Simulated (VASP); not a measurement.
Wanted: the native input for a VASP 6.6.1 run.

| Item | Value |
| --- | --- |
| Task | relaxation of cell and atoms |
| Functional | PBE |
| Potentials or basis | VASP PAW PBE potentials, release 64 (Ba_sv, Zr_sv, O) |
| Cutoff | 600 eV |
| k mesh | 6 × 6 × 6 |
| Occupations | gaussian, width 0.03 eV |
| Spin | no spin polarisation |
| Further INCAR settings | ALGO = Normal; EDIFF = 1e-06; IBRION = 2; EDIFFG = -0.01; NSW = 90; ISIF = 3 |

The structure of BaZrO3 lies in POSCAR:

```
BaZrO3
1.0
    4.1913400000      0.0000000000      0.0000000000
    0.0000000000      4.1913400000      0.0000000000
    0.0000000000      0.0000000000      4.1913400000
Ba Zr O
1 1 3
Direct
    0.0000000000      0.0000000000      0.0000000000
    0.5000000000      0.5000000000      0.5000000000
    0.0000000000      0.5000000000      0.5000000000
    0.5000000000      0.0000000000      0.5000000000
    0.5000000000      0.5000000000      0.0000000000
```

One way to write it, as run:

INCAR

```
SYSTEM = BaZrO3
PREC     = Accurate       ! precision mode
ENCUT    = 600            ! plane-wave cutoff, eV
EDIFF    = 1E-6           ! SCF threshold, eV
ISMEAR   = 0              ! smearing method
SIGMA    = 0.03           ! smearing width, eV
LREAL    = .FALSE.        ! projectors in reciprocal space
LASPH    = .TRUE.         ! aspherical terms in the spheres
NELM     = 80             ! most SCF steps
ALGO     = Normal         ! electronic algorithm
ISIF     = 3              ! what is computed and relaxed
LWAVE    = .FALSE.        ! write WAVECAR
LCHARG   = .FALSE.        ! write CHGCAR
GGA      = PE             ! functional
IBRION   = 2              ! ionic algorithm
NSW      = 90             ! ionic steps
EDIFFG   = -0.01          ! ionic threshold
```

KPOINTS

```
Automatic mesh
0
G
  6 6 6
  0 0 0
```

Potentials or basis: VASP PAW PBE potentials, release 64 (Ba_sv, Zr_sv, O).

The run is started by

```console
$ cat potpaw_PBE.64/Ba_sv/POTCAR potpaw_PBE.64/Zr_sv/POTCAR potpaw_PBE.64/O/POTCAR > POTCAR
$ mpirun -np 1 vasp_std > vasp.out
```

It gave:

| Quantity | Value |
| --- | --- |
| Relaxed volume | 15.19 Å³/atom |
| Relaxed cell | a = 4.235 Å, b = 4.235 Å, c = 4.235 Å, α = 90.00°, β = 90.00°, γ = 90.00° |
| Space group after relaxing (to 0.05 Å) | Pm-3m (No. 221) |
| Energy gained by relaxing | 6.9 meV/atom |
| Ionic steps | 3 |
| Pressure after relaxing | 0.0 GPa |
| Band gap on the k mesh | 3.12 eV, indirect (least direct gap 3.38 eV) |

Caveat: spin-orbit coupling is left out, which moves the levels of the heavy elements.

It took 46 s on 1 thread of Intel(R) Xeon(R) 6975P-C (Granite Rapids), on a shared host, peak memory 0.24 GiB.
